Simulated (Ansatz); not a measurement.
Crystal: CuO.

```
Cu O
1.0
     2.87950    0.00000    0.00000
     0.03907    2.87928    0.00000
     0.01750    0.01724    5.17634
Cu O
2 2
Direct
  0.00000 0.50000 0.00000
  0.50000 0.00000 0.50000
  0.99842 0.00167 0.74989
  0.00158 0.99833 0.25011
```

The cell comes from a database or a generator and needn't be the stable form of this composition.

```yaml
Program: Ansatz 0.2.0
Task: relaxation of cell and atoms
Functional: PBEsol
Potentials_or_basis: Ansatz PAW earlier set
Cutoff: "930 eV (not typed: the program's choice for these potentials)"
k_mesh: 9 × 9 × 5
Occupations: fermi-dirac, width 0.05 eV
Spin: no spin polarisation
```

At the start: volume 10.73 Å³/atom.

Problem. Where does the relaxation end?

Solution. It ends after 6 steps and the volume is 10.67 Å³/atom (-0.6 %); space group P4_2/mmc (No. 131, to 0.05 Å).

The path:
| step | energy change (eV) | largest force (eV/Å) | volume (Å³) |
| --- | --- | --- | --- |
| 1 | 0.0000 | 0.0127 | 42.92 |
| 2 | -0.0071 | 0.0092 | 42.82 |
| 3 | -0.0096 | 0.0033 | 42.65 |
| 4 | -0.0096 | 0.0024 | 42.66 |
| 5 | -0.0097 | 0.0004 | 42.66 |
| 6 | -0.0097 | 0.0004 | 42.66 |

Final structure:
```xyz
4
Lattice="2.8953 -0.0171 -0.0041 0.0222 2.8952 -0.0041 0.0100 0.0099 5.0896" Properties=species:S:1:pos:R:3 pbc="T T T"
Cu    0.0111    1.4476   -0.0021
Cu    1.4526   -0.0036    2.5427
O     2.9022   -0.0090    3.8130
O     0.0253    2.8970    1.2683
```

Caveat: the plane-wave basis is chosen anew once the cell has moved, so the energies of steps on either side of that aren't comparable; the run has no spin polarisation, though such a crystal can be magnetic; the PAW data sets come from PBE, with cores solved anew for the run's functional, which leaves a small shift of forces and pressure.
